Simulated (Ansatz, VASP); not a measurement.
# InAs: VASP beside Ansatz, part 2 of 2

Wanted: the spread between two codes on one cell, functional and k mesh. The structure shown is the end of the Ansatz relaxation below.

VASP 6.6.1 and Ansatz 0.2.0.

So far: Set-up; Ansatz: relaxation, PBEsol; VASP: single point, PBEsol, pair 1; Differences.

## (6) VASP: single point, PBEsol, pair 2

Level of this step: PBEsol; plane waves and PAW (As, In_d) (VASP).

The same cell, functional, mesh and smearing now go to VASP, with its own data sets.

INCAR

```
SYSTEM = InAs
PREC = Accurate
ENCUT = 500
EDIFF = 1E-06
NELM = 120
ISMEAR = 1
SIGMA = 0.2
LREAL = .FALSE.
ALGO = Normal
GGA = PS
NBANDS = 15
LORBIT = 11
LWAVE = .FALSE.
LCHARG = .FALSE.
ISIF = 2
LASPH = .TRUE.
GGA_COMPAT = .FALSE.
EFERMI = MIDGAP
KPAR = 2
```

POSCAR

```
InAs
1.0
    0.0000000000      3.0662259263      2.9826689175
    3.0662259263      0.0000000000      2.9826689175
    3.0662259263      3.0662259263      0.0000000000
As In
1 1
Direct
    0.7500000000      0.7500000000      0.7500000000
    1.0000000000      1.0000000000      1.0000000000
```

KPOINTS

```
Automatic mesh
0
Gamma
12 12 12
0 0 0
```

PAW data sets: As and In_d (PBE family, release 64).

On the command line:

```bash
$ mpirun -np 2 vasp_std
```

Numbers of over 12 decimals in the logs are rounded to 6 here.

Log:

```text
[banner, memory and clock lines left out]
running    2 mpi-ranks, on    1 nodes
[...]
[... a notice as in an earlier step ...]

 LDA part: xc-table for (Slater+PW92), standard interpolation
 POSCAR, INCAR and KPOINTS ok, starting setup
[...]
entering main loop
       N       E                     dE             d eps       ncg     rms          rms(c)
DAV:   1     0.110508599974E+03    0.11051E+03   -0.82060E+03  4939   0.125E+03
DAV:   2    -0.120684649551E+01   -0.11172E+03   -0.10748E+03  5282   0.299E+02
DAV:   3    -0.858531942361E+01   -0.73785E+01   -0.73403E+01  6353   0.779E+01
DAV:   4    -0.877143178241E+01   -0.18611E+00   -0.18607E+00  5964   0.139E+01
[...]
DAV:  10    -0.848694677211E+01   -0.67414E-04   -0.12562E-04  7566   0.164E-01    0.661E-02
DAV:  11    -0.848696556960E+01   -0.18797E-04   -0.55115E-05  5702   0.107E-01    0.499E-02
DAV:  12    -0.848696554136E+01    0.28235E-07   -0.58200E-06  5542   0.274E-02
   1 F= -.84869655E+01 E0= -.84871187E+01  d E =0.459348E-03
```

Parts of OUTCAR (step 6):

```text
  Total        0.0270903      0.0270903      0.3369488      0.0000000     -0.0000000      0.0000000
  in kB        0.7738932      0.7738932      9.6256753      0.0000000     -0.0000000      0.0000000
  external PRESSURE =       3.7244872 kB  Pullay stress =       0.0000000 kB

 POSITION                                       TOTAL-FORCE (eV/Angst)
 -----------------------------------------------------------------------------------
      4.59934      4.59934      4.47400        -0.000000     -0.000000     -0.000000
      0.00000      0.00000      0.00000         0.000000      0.000000      0.000000
 -----------------------------------------------------------------------------------
    total drift:                                0.000000      0.000000     -0.000000

  FREE ENERGIE OF THE ION-ELECTRON SYSTEM (eV)
  ---------------------------------------------------
  free  energy   TOTEN  =        -8.4869655414 eV

  energy  without entropy=       -8.4874248893  energy(sigma->0) =       -8.48711866

[... 1 part as in an earlier step ...]

[... 2 further parts left out ...]
[key lines of the parts left out:]
E-fermi :   4.2826
```

The run ends at a pressure of 0.37 GPa.

## (7) Comparison

What differs besides the data sets and the points named for the pairs above, as far as they apply: the data sets hold 28 valence electrons in Ansatz (on its PAW soft_1 files) and 18 in VASP. Total energies have different zeros and are not compared.

The two programs side by side:

| quantity | Ansatz | VASP | difference |
| --- | --- | --- | --- |
| pressure (GPa) | 0.29 | 0.37 | -0.08 |

## (8) Ansatz: relaxation, PBEsol

This run makes the geometry at which the two programs are then compared. The cell compared in this pair holds 55.93 Å³, against 56.08 Å³ for the pair before.

The structure compared here is the end of the Ansatz relaxation.

input.yaml

```yaml
crystal:
  lattice:
    - [0.0, 3.0662259263, 2.9522335204]
    - [3.0662259263, 0.0, 2.9522335204]
    - [3.0662259263, 3.0662259263, 0.0]
  atoms:
    - { symbol: As, position: [0.75, 0.75, 0.75] }
    - { symbol: In, position: [0.0, 0.0, 0.0] }
  conventional_axes: [[-1, 1, 1], [1, -1, 1], [1, 1, -1]]
kpoints:
  mp_grid: { grid: [12, 12, 12] }
hamiltonian:
  xc: pbesol
  pseudopotentials: { kind: paw, azcp: { folder: soft_1 }, xc_functional: pbe }
scf:
  occupations: { method: methfessel_paxton, width: 0.2 }
output:
  forces: true
  stress: true
  eigenvalues: true
relax:
  adjacent_minimum: "off"
  f_tol: 0.001
  max_steps: 60
  cell: { stress_tol: 0.01, fix: [c, angles] }
```

On the command line:

```bash
$ ansatz run input.yaml --threads 4 --pin off --max-ram 10240MiB --backend cpu --events-out ev --progress --plain --runs-dir out
```

Log:

```text
[...]
Crystal: 2 atoms, lattice volume = 55.512 Å³
Basis set: ecut = 420 eV, 1081 PW (Γ), exchange–correlation on 60×60×60 points (8 copies of the dense FFT grid, shifted against one another)
Bands: 18, of which v1, the nominal top of the filled ones, is band 14 counted from 1 (13 counted from 0)
Symmetry: 8 space group operations
[...]
k-points: 163 of 1728 (time reversal used)
[...]
k-point 162: bands = [... 10 lower, -2.3776, 1.7209, 4.9343, 4.9343, 8.7275, 9.1291, 16.5192, 16.5192]
--- Relaxed structure (3 steps of the walk, 3 accepted, 1 SCFs on fresh bases) ---
[...]
cell:  # Å, volume = 55.9316 Å³
    - [0, 3.077786, 2.9522335204]
    - [3.077786, 0, 2.9522335204]
    - [3.077786, 3.077786, 0]
  atoms:
    - { symbol: As, position: [0.750000, 0.750000, 0.750000] }
    - { symbol: In, position: [0, 0, 0] }
[key lines of the parts left out:]
SCF converged after 5 iterations
Free energy (F): -10338.889259 eV
Fermi energy:    7.451522 eV
P = ⅓ Tr σ = 0.4319 GPa (4.319 kbar)
```

## (9) VASP: single point, PBEsol, pair 3

The same cell, functional, mesh and smearing now go to VASP, with its own data sets.

INCAR is that of step 6.

POSCAR

```
InAs
1.0
    0.0000000000      3.0777859470      2.9522335204
    3.0777859470      0.0000000000      2.9522335204
    3.0777859470      3.0777859470      0.0000000000
As In
1 1
Direct
    0.7500000000      0.7500000000      0.7500000000
    0.0000000000      0.0000000000      0.0000000000
```

KPOINTS is that of step 6.

On the command line:

```bash
$ mpirun -np 2 vasp_std
```

Log:

```text
[... set-up lines as in an earlier step ...]
 entering main loop
       N       E                     dE             d eps       ncg     rms          rms(c)
DAV:   1     0.112348673304E+03    0.11235E+03   -0.81710E+03  4911   0.125E+03
DAV:   2    -0.108402786108E+01   -0.11343E+03   -0.10929E+03  5359   0.300E+02
DAV:   3    -0.857710274152E+01   -0.74931E+01   -0.74459E+01  6227   0.786E+01
DAV:   4    -0.876861783121E+01   -0.19152E+00   -0.19145E+00  6156   0.140E+01
[...]
DAV:  10    -0.848292086781E+01   -0.66783E-04   -0.12525E-04  7615   0.164E-01    0.665E-02
DAV:  11    -0.848293928726E+01   -0.18419E-04   -0.55262E-05  5751   0.108E-01    0.507E-02
DAV:  12    -0.848293927397E+01    0.13283E-07   -0.59843E-06  5606   0.282E-02
   1 F= -.84829393E+01 E0= -.84830952E+01  d E =0.467745E-03
```

Parts of OUTCAR (step 9):

```text
  Total        0.0273522      0.0273522      0.4800268      0.0000000      0.0000000      0.0000000
  in kB        0.7835124      0.7835124     13.7505026      0.0000000      0.0000000      0.0000000
  external PRESSURE =       5.1058425 kB  Pullay stress =       0.0000000 kB

 POSITION                                       TOTAL-FORCE (eV/Angst)
 -----------------------------------------------------------------------------------
      4.61668      4.61668      4.42835        -0.000000     -0.000000     -0.000000
      0.00000      0.00000      0.00000         0.000000      0.000000      0.000000
 -----------------------------------------------------------------------------------
    total drift:                                0.000000      0.000000     -0.000000

  FREE ENERGIE OF THE ION-ELECTRON SYSTEM (eV)
  ---------------------------------------------------
  free  energy   TOTEN  =        -8.4829392740 eV

  energy  without entropy=       -8.4834070186  energy(sigma->0) =       -8.48309519

[... 1 part as in an earlier step ...]

[... 2 further parts left out ...]
[key lines of the parts left out:]
E-fermi :   4.3236
```

The run ends at a pressure of 0.51 GPa.

## (10) Differences

What differs besides the data sets and the points named for the pairs above, as far as they apply: the data sets hold 28 valence electrons in Ansatz (on its PAW soft_1 files) and 18 in VASP. Total energies have different zeros and are not compared.

Compared:

| quantity | Ansatz | VASP | difference |
| --- | --- | --- | --- |
| pressure (GPa) | 0.43 | 0.51 | -0.08 |

## (11) Results

| Property | Result |
| --- | --- |
| difference in pressure (single point, PBEsol, pair 1) | -0.077 GPa |
| difference in pressure (single point, PBEsol, pair 2) | -0.078 GPa |
| difference in pressure (single point, PBEsol, pair 3) | -0.079 GPa |

The difference in pressure is -0.079 GPa (single point, PBEsol, pair 3), within the 1 GPa picked in this series as the mark of a large difference. The data sets hold unlike numbers of valence electrons (28 in Ansatz and 18 in VASP), so part of the differences may come from the potentials. 5 further pairs of this series are not shown here. How closely two codes agree says nothing of how well the functional describes the real material.

[Lines on the potential files, build, host, timing and source positions are cut from VASP's logs without a mark.]

[Logs are printed without paths, hosts, clocks, repeated set-up lines and the standing remarks that a program may print on its own settings, such as how far it seeks lower states.]

[Hosts, paths, dates, database ids (printed as entryN), source tags and the programs' standing remarks are cut or masked in the printed files.]
